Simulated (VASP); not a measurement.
Set up this calculation in VASP 6.6.1, as the native input.

```yaml
Task: single point
Functional: PBE
Potentials_or_basis: VASP PAW PBE potentials, release 64 (Ga_d, Sb)
Cutoff: 520 eV
k_mesh: 2 × 2 × 2
Occupations: fermi-dirac, width 0.1 eV
Spin: no spin polarisation
Dipole_correction: no
Further_INCAR_settings: LREAL = Auto; ALGO = Fast; EDIFF = 1e-06; NBANDS = 78
```

The structure of Ga7Sb8 (a cell with a defect) lies in POSCAR:

```
Ga7Sb8
1.0
    0.0000000000      6.0915220000      6.0915220000
    6.0915220000      0.0000000000      6.0915220000
    6.0915220000      6.0915220000      0.0000000000
Ga Sb
7 8
Direct
   -0.0048469824      0.0061955781      0.0045015843
   -0.0048885976      0.4950278436      0.0046105062
    0.0009235787      0.5003995717      0.4990050106
   -0.0048894184      0.0062043607      0.4932522611
    0.5065486918      0.0060424144      0.4931950504
    0.5063529279      0.4949792515      0.0044450303
    0.5063173046      0.4949536421      0.4933187469
    0.1567340642      0.1153022184      0.1135386197
    0.1267803843      0.1228061723      0.6247462457
    0.1266296830      0.6264397469      0.1214037313
    0.1265933210      0.6264424556      0.6248638682
    0.6154457786      0.1152363071      0.1134521881
    0.6153942315      0.1152239949      0.6548930629
    0.6153383342      0.6566396707      0.1135717806
    0.6233238590      0.6262965151      0.6247133311
```

The input as run:

INCAR

```
SYSTEM = Ga7Sb8
PREC = Accurate ; ENCUT = 520
EDIFF = 1E-6 ; ISMEAR = -1
SIGMA = 0.1 ; LREAL = Auto
LASPH = .TRUE. ; NELM = 80
ALGO = Fast ; ISIF = 2
LWAVE = .FALSE. ; LCHARG = .FALSE.
GGA = PE ; NBANDS = 78
```

KPOINTS

```
Automatic mesh
0
G
  2 2 2
  0 0 0
```

Potentials or basis: VASP PAW PBE potentials, release 64 (Ga_d, Sb).

The run is started by

```sh
$ cat potpaw_PBE.64/Ga_d/POTCAR potpaw_PBE.64/Sb/POTCAR > POTCAR
$ mpirun -np 1 vasp_std > vasp.out
```

It gave:

- Pressure: 0.6 GPa
- Largest force: 0.016 eV/Å
- Band gap on the k mesh: none (metal or under the smearing width)

Caveat: the k mesh is coarse (spacing up to 0.45 Å⁻¹), so the values aren't converged.

Wall time 8.2 min on 1 thread of Intel(R) Xeon(R) Platinum 8488C (Sapphire Rapids), with other jobs on the host, peak memory 0.64 GiB.
